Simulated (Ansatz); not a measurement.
The system is TiCo3.

```xyz
4
Lattice="3.5710 0.0000 0.0000 0.0000 3.5710 0.0000 0.0000 0.0000 3.5710" Properties=species:S:1:pos:R:3 pbc="T T T"
Co    1.7855    1.7855    0.0000
Co    1.7855    0.0000    1.7855
Co    0.0000    1.7855    1.7855
Ti    0.0000    0.0000    0.0000
```

A run of Ansatz 0.2.0 on this cell left the log below. Logs are shortened: lines on timing, memory, paths and dates and some standing lists are left out, and cuts for length are marked.

```text
Warning: output.stress: scf.convergence.dr2_threshold = 1e-7 eV (the SCF's general default) is looser than the 4e-10 eV advised for a printed stress (1e-10 eV for each atom of the cell: 4). What an SCF threshold leaves in a stress goes as its square root, and in the free energy as the threshold itself, and one threshold admits the most on a small cell: of the crystals measured, under no hybrid functional and no lock of the moments, on runs that ended without the residual-converged pass, on stresses that held no estimate of that error, the worst erred by over 100 MPa in a component at 1e-7 eV an atom and by under 5 at 1e-10. Set scf.convergence.dr2_threshold to 4e-10 eV or tighter. The threshold is an SCF's pass mark: one that does not reach it within its budget of iterations ends unconverged, or closes short of it on a stop that the run arms, and scf.convergence.dr2_threshold's page says what that costs each kind of run
Warning: output.stress: scf.exx.energy_threshold = 1e-6 eV is looser than the 4e-8 eV advised for a stress under a hybrid functional (1e-8 eV for each atom of the cell: 4). Every SCF of the exchange loop can meet its threshold on dr2 while the loop round them stops early: no threshold on dr2 bounds what that leaves in the stress. Set scf.exx.energy_threshold to 4e-8 eV or tighter. The threshold is the loop's pass mark: a loop that does not reach it within its budget of cycles ends unconverged, and scf.exx.energy_threshold's page has the law
Warning: RAYON_NUM_THREADS=2 ignored (pool sized by the plan → 2); use --threads N
scf.n_extra_bands = 10 over 32 filled bands (N_el = 63.0): the run solves 42 bands
Engine: ansatz 0.2.0, x86_64-unknown-linux-gnu
Pseudopotentials: kind: paw
Pseudopotential: Co, paw, valence charge 17, recommended cutoff 500 eV (meta_gga), Co.paw.azcp
Pseudopotential: Ti, paw, valence charge 12, recommended cutoff 500 eV (meta_gga), Ti.paw.azcp
Functional definition: r2SCAN0
  parameter a = 0.25
  parameter k0 = 0.174
  parameter k1 = 0.065
  parameter a1 = 4.9479
  exchange = (1 - a)*r2scan_x(k0 = k0, k1 = k1, a1 = a1) + a*exact_x
  correlation = r2scan_c
Crystal: 4 atoms, lattice volume = 45.538 Å³
[... 205 lines left out ...]
  E_paw        = -5447.291757  (= ΣΔE_a)
  E_vpaw       = -1464.353545  (= ΣTr[D̂ρ^β])
  E_aug_tail   = 0.000219  (compensation charges beyond the density's cutoff)
  E_vtau       = 36.948273  (kinetic-family band-sum trace: ∫τ·v_τ [+ j·A + Jᵃ·Aᵃ] dr)
  E_ewald      = -9257.561599
  E_core_change = -1.584268  (= ΣΔE_core)
  E_smearing   = -0.004863  (= −TS)
  E_closure    = 0.000001  (closes the sum)
  Σ components = -17889.467088   (vs F -17889.467088, Δ=-3.64e-12)
--- Forces (eV/Å), atoms counted from 1 ---
  atom   1  Co     0.00000000     0.00000000     0.00000000
  atom   2  Co     0.00000000    -0.00000000     0.00000000
  atom   3  Co     0.00000000     0.00000000     0.00000000
  atom   4  Ti    -0.00000000     0.00000000    -0.00000000
  max |Σ_I F_I| component: 1.63e-28 eV/Å
--- Stress (GPa, compression-positive) ---
       13.267755       0.000000      -0.000000
        0.000000      13.267755       0.000000
       -0.000000       0.000000      13.267755
  P = ⅓ Tr σ = 13.2678 GPa (132.678 kbar)
--- Band table (eV; the first three rows and the last of 20) ---
  k-point 0 ↑: bands = ["-86.6083", "-86.5595", "-86.5595", "-47.4243", "-47.4243", "-47.4243", "-47.3481", "-47.3481", "-47.3481", "-47.1440", "-47.1440", "-47.1440", "-44.0506", "-17.9243", "-17.9243", "-17.9243", "8.4726", "10.8695", "11.0212", "11.0212", "12.1251", "12.1251", "12.1251", "14.2155", "14.2155", "14.2593", "14.2593", "14.2593", "14.7804", "16.4960", "16.4960", "16.4960", "21.5419", "21.5419", "22.1645", "22.1645", "22.1645", "23.5920", "23.5920", "23.5920", "30.8107", "31.7850"]
  k-point 1 ↑: bands = ["-86.6019", "-86.5655", "-86.5593", "-47.4098", "-47.4098", "-47.4067", "-47.3525", "-47.3525", "-47.3494", "-47.1667", "-47.1536", "-47.1536", "-44.0430", "-17.9658", "-17.9261", "-17.9261", "9.4111", "11.2098", "11.3121", "11.5053", "12.3965", "12.5012", "12.5012", "13.9412", "13.9670", "14.2259", "14.3753", "14.3753", "14.5043", "15.5158", "15.5158", "16.4868", "17.6496", "21.2713", "21.3430", "21.3430", "22.7701", "23.5111", "25.5910", "25.5910", "30.7737", "31.1908"]
  k-point 2 ↑: bands = ["-86.5919", "-86.5756", "-86.5592", "-47.3897", "-47.3897", "-47.3862", "-47.3619", "-47.3619", "-47.3507", "-47.1935", "-47.1637", "-47.1637", "-44.0357", "-18.0058", "-17.9287", "-17.9287", "10.9834", "11.6476", "11.6837", "12.2007", "12.8682", "13.3421", "13.3421", "13.4739", "13.8741", "13.8741", "13.9140", "13.9614", "14.1441", "14.3419", "14.8557", "14.8557", "16.4788", "20.7714", "20.7714", "20.9782", "22.8685", "23.4339", "28.7816", "28.7816", "29.5362", "29.5362"]
  k-point 9 ↓: bands = ["-83.4780", "-83.4780", "-83.4780", "-45.4271", "-44.2058", "-44.1920", "-44.1920", "-44.1920", "-43.9684", "-43.9684", "-43.9684", "-43.8815", "-43.8815", "-19.5108", "-19.5108", "-19.5108", "12.0588", "12.0588", "12.0588", "12.6248", "15.9121", "15.9121", "16.4599", "16.4599", "16.4599", "16.9738", "17.4250", "17.4250", "17.4250", "18.0628", "18.0628", "18.0628", "22.2708", "22.2708", "22.3216", "22.3216", "22.3216", "22.9097", "22.9097", "22.9097", "28.2181", "28.2181"]
```

Question: What input gives this log?

Answer: Projected density of states with r2SCAN0, collinear spin, ferromagnetic start. The files as run (others can give the same):

input.yaml
```yaml
crystal:
  lattice:
    - [3.571, 0.0, 0.0]
    - [0.0, 3.571, 0.0]
    - [0.0, 0.0, 3.571]
  atoms:
    - { symbol: Co, position: [0.5, 0.5, 0.0], spin: 2.0 }
    - { symbol: Co, position: [0.5, 0.0, 0.5], spin: 2.0 }
    - { symbol: Co, position: [0.0, 0.5, 0.5], spin: 2.0 }
    - { symbol: Ti, position: [0.0, 0.0, 0.0], spin: 1.0 }
hamiltonian:
  xc: r2scan0
  pseudopotentials: { kind: paw }
magnetization:
  spin_polarized: true
kpoints:
  mp_grid: { grid: [4, 4, 4] }
scf:
  occupations: { method: fermi_dirac, width: 0.05 }
  n_extra_bands: 10
output:
  forces: true
  stress: true
  eigenvalues: true
  dos: { projected: true, de: 0.05 }
```

Potentials or basis: Ansatz PAW.
Run with:
```sh
$ ansatz run input.yaml --threads 2 --pin off --max-ram 5632MiB --backend cpu --events-out ev --progress --plain --runs-dir out
```

Caveat: the k mesh is coarse (spacing up to 0.44 Å⁻¹), so the values aren't converged, least of all with exact exchange; the magnetic or orbital state may not be the lowest; the pressure holds a Pulay correction of +0.5 GPa for the finite cutoff; the PAW data sets come from PBE, with cores solved anew for the run's functional, which leaves a small shift of forces and pressure; the starting moments weren't kept; the thresholds are loose for stress.
